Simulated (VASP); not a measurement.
# VASP 6.6.1 run: PbS

INCAR

```
ISMEAR = -1
ISPIN = 2
EDIFF = 1E-7
NSW = 0
IBRION = -1
LREAL = .FALSE.
METAGGA = SCAN
NELM = 87
NBANDS = 17
MAGMOM = -1 1
ENCUT = 520
LCHARG = .FALSE.
LWAVE = .FALSE.
PREC = Accurate
ISIF = 2
LASPH = .TRUE.
SIGMA = 0.02
```

KPOINTS

```
KPOINTS created by Atomic Simulation Environment
0
Gamma
8 8 8
0 0 0
```

POSCAR

```
Pb S
 1.0000000000000000
    -0.0409198569000000    2.9761851461000002    2.9761851461000002
     2.9761851461000002   -0.0409198569000000    2.9761851461000002
     2.9761851461000002    2.9761851461000002   -0.0409198569000000
 Pb  S
   1   1
Cartesian
  0.0000000000000000  0.0000000000000000  0.0000000000000000
  2.9557252176500004  2.9557252176500004  2.9557252176500000
```

The recommended PBE PAW datasets give the neutral cell 20 valence electrons.

Command

```
mpirun -np 1 vasp_std
```

Problem. How does this run end, and what does it give?

Solution. It converged. Results: pressure -1.1 GPa; magnetic moment of the cell 0.00 μB.

OSZICAR

```
N       E                     dE             d eps       ncg     rms          rms(c)
DAV:   1     0.840543652975E+02    0.84054E+02   -0.98080E+03  4444   0.124E+03
DAV:   2    -0.786607128582E+02   -0.16272E+03   -0.15634E+03  4786   0.322E+02
DAV:   3    -0.908291632022E+02   -0.12168E+02   -0.12050E+02  5769   0.932E+01
DAV:   4    -0.911421335696E+02   -0.31297E+00   -0.31264E+00  5727   0.162E+01
DAV:   5    -0.911529674505E+02   -0.10834E-01   -0.10833E-01  6350   0.299E+00    0.637E+00
DAV:   6    -0.864606768606E+02    0.46923E+01   -0.30283E+00  5388   0.303E+01    0.356E+00
DAV:   7    -0.864958189131E+02   -0.35142E-01   -0.48974E-01  5376   0.614E+00    0.275E+00
DAV:   8    -0.865214840369E+02   -0.25665E-01   -0.20173E-01  4687   0.370E+00    0.141E+00
DAV:   9    -0.865745754319E+02   -0.53091E-01   -0.33287E-01  4612   0.431E+00    0.805E-01
DAV:  10    -0.864872371918E+02    0.87338E-01   -0.20894E-01  4934   0.337E+00    0.233E-01
...
DAV:  15    -0.864873844253E+02   -0.94331E-05   -0.54710E-06  5977   0.167E-02    0.598E-03
DAV:  16    -0.864873880320E+02   -0.36066E-05   -0.36223E-06  4876   0.129E-02    0.213E-03
DAV:  17    -0.864874023526E+02   -0.14321E-04   -0.31946E-07  5607   0.461E-03    0.965E-04
DAV:  18    -0.864874112910E+02   -0.89384E-05   -0.85534E-08  3648   0.293E-03    0.306E-04
DAV:  19    -0.864874110489E+02    0.24206E-06   -0.88941E-09  2600   0.770E-04    0.127E-04
DAV:  20    -0.864874102445E+02    0.80439E-06   -0.21109E-09  2514   0.487E-04    0.816E-05
DAV:  21    -0.864874092294E+02    0.10151E-05   -0.88778E-10  2453   0.290E-04    0.734E-05
DAV:  22    -0.864874096020E+02   -0.37254E-06   -0.24065E-10  2437   0.180E-04    0.205E-05
DAV:  23    -0.864874095968E+02    0.51880E-08   -0.47940E-11  2414   0.763E-05
   1 F= -.86487410E+02 E0= -.86487410E+02  d E =-.412976E-08  mag=     0.0000
```

For comparison, a separate PBE run of the intended cell, on usual settings and not on those above, gives a gap of 0.35 eV on its mesh and a pressure of 0.3 GPa.
